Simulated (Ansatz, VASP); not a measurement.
## Two plane-wave programs on Cs3Cl2

```
Cs Cl
1.0
     6.78798    0.00000    0.00000
     0.00000    6.78798    0.00000
     0.00000    0.00000    6.78798
Cs Cl
3 2
Direct
  0.00000 0.50000 0.50000
  0.50000 0.00000 0.50000
  0.50000 0.50000 0.00000
  0.00000 0.00000 0.00000
  0.50000 0.50000 0.50000
```

Alike in both runs: functional PBE; k mesh 6 × 6 × 6; occupations gaussian, width 0.1 eV; no spin polarisation.

Ansatz relaxed the structure, and its values are those at the end. VASP's run is a single point on that final structure, the one shown.

```csv
,VASP,Ansatz
version,VASP 6.6.1,Ansatz 0.2.0
potentials or method,"VASP PAW PBE potentials, release 64 (Cs_sv, Cl)","scalar-relativistic, plane waves, PAW"
plane-wave cutoff (eV),520,420
valence electrons in the cell,41,41
```

|  | VASP | Ansatz | Ansatz less VASP |
| --- | --- | --- | --- |
| gap on the k mesh at the Fermi level (eV) | none | none | - |
| pressure (GPa) | 0.0 | 0.0 | 0.00 |

A gap of «none» marks a metal or a gap that the smearing closes. The functional is the same, so the differences come from potentials, cutoffs and numerics.

Caveats: an odd number of electrons without spin polarisation forces a metal; a magnetic or distorted state may lie lower. Spin-orbit coupling is left out, which matters for the levels of Cs.
